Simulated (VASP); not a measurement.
# Nb (Fm-3m) in VASP: notebook

Aim: see how the results for Nb move with the level of theory and the settings. Levels: LDA, PBE0. Tasks: single point.

Program: VASP 6.6.1. These are calculated values, not measurements. Logs are shortened: lines on timing, memory, paths and dates and some standing lists are left out, and cuts for length are marked.

### Step 1. Starting point

It takes space group Fm-3m (No. 225, cubic). Conventional cell: a = 4.230 Å, b = 4.230 Å, c = 4.230 Å, α = 90.00°, β = 90.00°, γ = 90.00°. Around Nb (site symmetry m-3m) lie 12 Nb at 2.99 Å.

This isn't the form of Nb at room conditions, which is bcc.

### Step 2. Single point, LDA

File INCAR:

```
PREC     = Accurate       # precision mode
ENCUT    = 520            # plane-wave cutoff, eV
EDIFF    = 1E-6           # SCF threshold, eV
ISMEAR   = 1              # smearing method
SIGMA    = 0.1            # smearing width, eV
LREAL    = F              # projectors in reciprocal space
LASPH    = T              # aspherical terms in the spheres
NELM     = 80             # most SCF steps
ALGO     = Normal         # electronic algorithm
ISIF     = 2              # what is computed and relaxed
LWAVE    = F              # write WAVECAR
LCHARG   = F              # write CHGCAR
NBANDS   = 12             # bands
```

File KPOINTS:

```
Automatic mesh
0
Gamma
  11 11 11
```

File POSCAR:

```
Nb
1.0
    0.0000000000      2.1150000000      2.1150000000
    2.1150000000      0.0000000000      2.1150000000
    2.1150000000      2.1150000000      0.0000000000
Nb
1
Direct
    0.0000000000      0.0000000000      0.0000000000
```

Potentials or basis: VASP PAW LDA potentials, release 64 (Nb_sv).

On the command line:

```bash
$ cat potpaw_LDA.64/Nb_sv/POTCAR > POTCAR
$ mpirun -np 1 vasp_std > vasp.out
```

OUTCAR:

```text
PREC = Accurate
   ENCUT = 520
   EDIFF = 1E-6
   ISMEAR = 1
   LREAL = F
   LASPH = T
   NELM = 80
   ISIF = 2

 ion  position               nearest neighbor table
   1  0.000  0.000  0.000-

  LATTYP: Found a face centered cubic cell.
 ALAT       =     4.2300000000

  Lattice vectors:

 A1 = (   0.0000000000,   2.1150000000,   2.1150000000)
 A2 = (   2.1150000000,   0.0000000000,   2.1150000000)
 A3 = (   2.1150000000,   2.1150000000,   0.0000000000)

Analysis of symmetry for initial positions (statically):
=====================================================================
 Subroutine PRICEL returns:
 Original cell was already a primitive cell.

 Routine SETGRP: Setting up the symmetry group for a
 face centered cubic supercell.

 Subroutine GETGRP returns: Found 48 space group operations
 (whereof 48 operations were pure point group operations)
 out of a pool of 48 trial point group operations.

The static configuration has the point symmetry O_h .

Analysis of symmetry for dynamics (positions and initial velocities):
=====================================================================
 Subroutine PRICEL returns:
 Original cell was already a primitive cell.

 Routine SETGRP: Setting up the symmetry group for a
 face centered cubic supercell.

 Subroutine GETGRP returns: Found 48 space group operations
 (whereof 48 operations were pure point group operations)
 out of a pool of 48 trial point group operations.

The dynamic configuration has the point symmetry O_h .

 Subroutine INISYM returns: Found 48 space group operations
 (whereof 48 operations are pure point group operations),
 and found     1 'primitive' translations

----------------------------------------------------------------------------------------

                                     Primitive cell

  volume of cell :      18.9217

  direct lattice vectors                    reciprocal lattice vectors
     0.000000000  2.115000000  2.115000000    -0.236406619  0.236406619  0.236406619
     2.115000000  0.000000000  2.115000000     0.236406619 -0.236406619  0.236406619
     2.115000000  2.115000000  0.000000000     0.236406619  0.236406619 -0.236406619

  length of vectors
     2.991061684  2.991061684  2.991061684     0.409468276  0.409468276  0.409468276

  position of ions in fractional coordinates (direct lattice)
     0.000000000  0.000000000  0.000000000

  ion indices of the primitive-cell ions
   primitive index   ion index
                 1           1

----------------------------------------------------------------------------------------

 KPOINTS: Automatic mesh

Automatic generation of k-mesh.
 Grid dimensions read from file:
 generate k-points for:   11   11   11

 Generating k-lattice:

  Cartesian coordinates                     Fractional coordinates (reciprocal lattice)
    -0.021491511  0.021491511  0.021491511     0.090909091  0.000000000  0.000000000
     0.021491511 -0.021491511  0.021491511     0.000000000  0.090909091  0.000000000
     0.021491511  0.021491511 -0.021491511     0.000000000  0.000000000  0.090909091

  Length of vectors
     0.037224389  0.037224389  0.037224389

  Shift w.r.t. Gamma in fractional coordinates (k-lattice)
     0.000000000  0.000000000  0.000000000

 Subroutine IBZKPT returns following result:
 ===========================================

 Found     56 irreducible k-points:

 Following reciprocal coordinates:
            Coordinates               Weight
  0.000000  0.000000  0.000000      1.000000
  0.090909  0.000000  0.000000      8.000000
  0.181818  0.000000  0.000000      8.000000
  0.272727  0.000000  0.000000      8.000000
  0.363636  0.000000  0.000000      8.000000
  0.454545  0.000000  0.000000      8.000000
[... 16 lines left out ...]
 -0.272727  0.181818  0.000000     24.000000
 -0.181818  0.181818  0.000000     12.000000
 [... further k-points ...]
   k-points           NKPTS =     56   k-points in BZ     NKDIM =     56   number of bands    NBANDS=     12
   number of dos      NEDOS =    301   number of ions     NIONS =      1
   total plane-waves  NPLWV =  13824
   dimension x,y,z NGX =    24 NGY =   24 NGZ =   24
   dimension x,y,z NGXF=    48 NGYF=   48 NGZF=   48
   ions per type =               1
   NGX,Y,Z   is equivalent  to a cutoff of  13.34, 13.34, 13.34 a.u.
   NGXF,Y,Z  is equivalent  to a cutoff of  26.68, 26.68, 26.68 a.u.
 SYSTEM =  unknown system
   PREC   = accura    normal or accurate (medium, high low for compatibility)
   ISTART =      0    job   : 0-new  1-cont  2-samecut
   ICHARG =      2    charge: 1-file 2-atom 10-const
   ISPIN  =      1    spin polarized calculation?
   LNONCOLLINEAR =      F non collinear calculations
   LSORBIT =      F    spin-orbit coupling
   LASPH  =      T    aspherical Exc in radial PAW
   ENCUT  =  520.0 eV  38.22 Ry    6.18 a.u.   5.56  5.56  5.56*2*pi/ulx,y,z
   NELM   =     80;   NELMIN=  2; NELMDL= -5     # of ELM steps
   EDIFF  = 0.1E-05   stopping-criterion for ELM
   LREAL  =      F    real-space projection
   EDIFFG = 0.1E-04   stopping-criterion for IOM
   NSW    =      0    number of steps for IOM
   IBRION =     -1    ionic relax: 0-MD 1-quasi-New 2-CG
   NFREE  =      0    steps in history (QN), initial steepest desc. (CG)
   ISIF   =      2    stress and relaxation
   ISYM   =      2    0-nonsym 1-usesym 2-fastsym
   POTIM  = 0.5000    time-step for ionic-motion
   TEBEG  =    0.0;   TEEND  =   0.0 temperature during run
   PSTRESS=    0.0 pullay stress
   NELECT =      13.0000    total number of electrons
   NUPDOWN=      -1.0000    fix difference up-down
   EMIN   =  10.00;   EMAX   =-10.00  energy-range for DOS
   EFERMI =   0.00;   METHOD = LEGACY
   ISMEAR =     1;   SIGMA  =   0.10  broadening in eV -4-tet -1-fermi 0-gaus
   EFERMI_NEDOS =   21; number of points for ismear=-14 and -15
   IALGO  =     38    algorithm
   IMIX   =      4    mixing-type and parameters
     AMIX     =   0.40;   BMIX     =  1.00
     AMIX_MAG =   1.60;   BMIX_MAG =  1.00
  volume/ion in A,a.u.               =      18.92       127.69
  Fermi-wavevector in a.u.,A,eV,Ry     =   1.444560  2.729823 28.392005  2.086754
  Thomas-Fermi vector in A             =   2.562841
   LORBIT       =      0    0 simple, 1 ext, 2 COOP (PROOUT), +10 PAW based schemes
   GGA     = CA    functional components
   LHFCALC =     F    Hartree Fock is set to
   AEXX    =    0.0000 exact exchange contribution
   IVDW    =     0    specifies the selected vdW correction
   LEPSILON=     F    determine dielectric tensor
   LRPA    =     F    only Hartree local field effects (RPA)
 non-spin polarized calculation
 Methfessel and Paxton  Order N= 1 SIGMA  =   0.10
  energy-cutoff  :      520.00
  volume of cell :       18.92
 maximum number of plane-waves:       532
   NGX = 11   NGY = 11   NGZ = 11

 number of electron      13.0000001 magnetization

 Free energy of the ion-electron system (eV)
  ---------------------------------------------------
  ext. energy  EPLUGINS =         0.00000000
  ---------------------------------------------------
  free energy    TOTEN  =       -10.85107267 eV

  energy without entropy =      -10.85128144  energy(sigma->0) =      -10.85114226

 E-fermi :  10.6572     XC(G=0): -12.4647

 val. band max:       10.6387801469   @ k =   0.3636   0.2727   0.0909
 cond. band min:      10.6787221625   @ k =  -0.1818   0.1818   0.0000
 fundamental gap:      0.0399420156
 Fermi energy:        10.6571991388

 k-point     1 :       0.0000    0.0000    0.0000
  band No.  band energies     occupation
      1     -43.8220      2.00000
      2     -19.3802      2.00000
      3     -19.3802      2.00000
      4     -19.3802      2.00000
      5       4.4772      2.00000
      6      10.7509     -0.03454
      7      10.7509     -0.03454
      8      10.7509     -0.03454
      9      13.2960      0.00000
     10      13.2960      0.00000
     11      22.5229      0.00000
     12      27.1940      0.00000

 k-point     2 :       0.0909    0.0000    0.0000
  band No.  band energies     occupation
      1     -43.8070      2.00000
      2     -19.4796      2.00000
      3     -19.3925      2.00000
      4     -19.3925      2.00000
      5       4.7795      2.00000
      6      10.5276      2.06948
      7      10.8860     -0.00567
      8      10.8860     -0.00567
      9      13.1819      0.00000
     10      13.1819      0.00000
     11      23.1172      0.00000
     12      26.0831      0.00000

 k-point     3 :       0.1818    0.0000    0.0000
  band No.  band energies     occupation
      1     -43.7667      2.00000
      2     -19.7407      2.00000
      3     -19.4255      2.00000
      4     -19.4255      2.00000
      5       5.5762      2.00000
      6      10.0994      2.00000
      7      11.1231     -0.00000
      8      11.1231     -0.00000
      9      13.0912      0.00000
     10      13.0912      0.00000
     11      23.8973      0.00000
     12      25.0448      0.00000
[... 286 lines left out ...]
 k-point    23 :      -0.2727    0.1818    0.0000
  band No.  band energies     occupation
      1     -43.6498      2.00000
      2     -20.2315      2.00000
      3     -19.7586      2.00000
      4     -19.5067      2.00000
      5       7.7911      2.00000
      6       9.6799      2.00000
      7      10.0769      2.00000
      8      11.6104     -0.00000
      9      13.0432      0.00000
     10      16.1935      0.00000
     11      23.0127      0.00000
     12      25.4774      0.00000

 k-point    24 :      -0.1818    0.1818    0.0000
  band No.  band energies     occupation
      1     -43.6954      2.00000
      2     -20.0391      2.00000
      3     -19.6551      2.00000
      4     -19.4564      2.00000
      5       7.0611      2.00000
      6       9.4691      2.00000
      7      10.6787      0.64490
      8      11.9883     -0.00000
      9      12.0477     -0.00000
     10      14.9505      0.00000
     11      23.9819      0.00000
     12      26.5662      0.00000

 [... further k-points ...]

------------------------ aborting loop because EDIFF is reached ----------------------------------------

  FORCE on cell =-STRESS in cart. coord.  units (eV):
  Direction    XX          YY          ZZ          XY          YZ          ZX
  --------------------------------------------------------------------------------------
  -------------------------------------------------------------------------------------
  Total       -1.3162415     -1.3162415     -1.3162415      0.0000000      0.0000000     -0.0000000
  in kB     -111.4512741   -111.4512741   -111.4512741      0.0000000      0.0000000     -0.0000000
  external PRESSURE =    -111.4512741 kB  Pullay stress =       0.0000000 kB

 VOLUME and BASIS-vectors are now :
 -----------------------------------------------------------------------------
  energy-cutoff  :      520.00
  volume of cell :       18.92
      direct lattice vectors                 reciprocal lattice vectors
     0.000000000  2.115000000  2.115000000    -0.236406619  0.236406619  0.236406619
     2.115000000  0.000000000  2.115000000     0.236406619 -0.236406619  0.236406619
     2.115000000  2.115000000  0.000000000     0.236406619  0.236406619 -0.236406619

 POSITION                                       TOTAL-FORCE (eV/Angst)
 -----------------------------------------------------------------------------------
      0.00000      0.00000      0.00000         0.000000      0.000000      0.000000
 -----------------------------------------------------------------------------------
    total drift:                                0.000000      0.000000     -0.000000

  FREE ENERGIE OF THE ION-ELECTRON SYSTEM (eV)
  ---------------------------------------------------
  free  energy   TOTEN  =       -10.8510726692 eV

  energy  without entropy=      -10.8512814404  energy(sigma->0) =      -10.85114226
```

It took 9.1 s on 1 thread of Intel Xeon Platinum 8259CL at 2.50GHz (Skylake/Cascade Lake), shared host; peak memory 0.13 GiB.

What came out:

| Quantity | Value |
| --- | --- |
| Free energy | -10.8511 eV |
| Pressure | -11.1 GPa |
| Band gap on the k mesh | none (metal or under the smearing width) |

Levels at points of the mesh, in eV from the Fermi level:
```
           k point  band 2  band 3  band 4  band 5  band 6  band 7  band 8  band 9  band 10  band 11
(0.00, 0.00, 0.00)  -30.04  -30.04  -30.04   -6.18    0.09    0.09    0.09    2.64     2.64    11.87
```

### Step 3. Single point, PBE0

POSCAR is that of step 2.

File INCAR.step1:

```
ALGO = Normal
EDIFF = 1E-5
ENCUT = 520
GGA = PE
ISIF = 2
ISMEAR = -1
LASPH = True
LREAL = False
LWAVE = True
NBANDS = 12
NELM = 60
PREC = Accurate
SIGMA = 0.025
```

File INCAR.step2:

```
AEXX = 0.25
ALGO = Normal
EDIFF = 1E-7
ENCUT = 520
GGA = PE
HFRCUT = -1
ISIF = 2
ISMEAR = -1
ISTART = 1
LASPH = True
LCHARG = True
LELF = True
LHFCALC = True
LREAL = False
LVHAR = True
LWAVE = False
NBANDS = 12
NELM = 60
PREC = Accurate
PRECFOCK = Normal
SIGMA = 0.025
```

File KPOINTS:

```
k-points
0
Gamma
  7 7 7
```

Potentials or basis: VASP PAW PBE potentials, release 64 (Nb_sv).

On the command line:

```bash
$ cat potpaw_PBE.64/Nb_sv/POTCAR > POTCAR
$ cp INCAR.step1 INCAR
$ mpirun -np 1 vasp_std > vasp.out
$ cp INCAR.step2 INCAR
$ mpirun -np 1 vasp_std > vasp.out
```

Wall time 29 min (1 thread of Intel Xeon Platinum 8259CL at 2.50GHz (Skylake/Cascade Lake), shared host); peak memory 0.15 GiB.

The run converged. Its results:

* Free energy: -12.6030 eV
* Pressure: -5.9 GPa
* Band gap on the k mesh: none (metal or under the smearing width)

Levels at points of the mesh, in eV from the Fermi level:
| k point | band 2 | band 3 | band 4 | band 5 | band 6 | band 7 | band 8 | band 9 | band 10 | band 11 |
| --- | --- | --- | --- | --- | --- | --- | --- | --- | --- | --- |
| (0.00, 0.00, 0.00) | -33.50 | -33.50 | -33.50 | -8.12 | 0.25 | 0.25 | 0.25 | 3.47 | 3.47 | 12.38 |

Caveat: the k mesh is coarse (spacing up to 0.37 Å⁻¹), so the values aren't converged, least of all with exact exchange; the PAW data sets were made with another functional, which shifts forces and pressure a little.
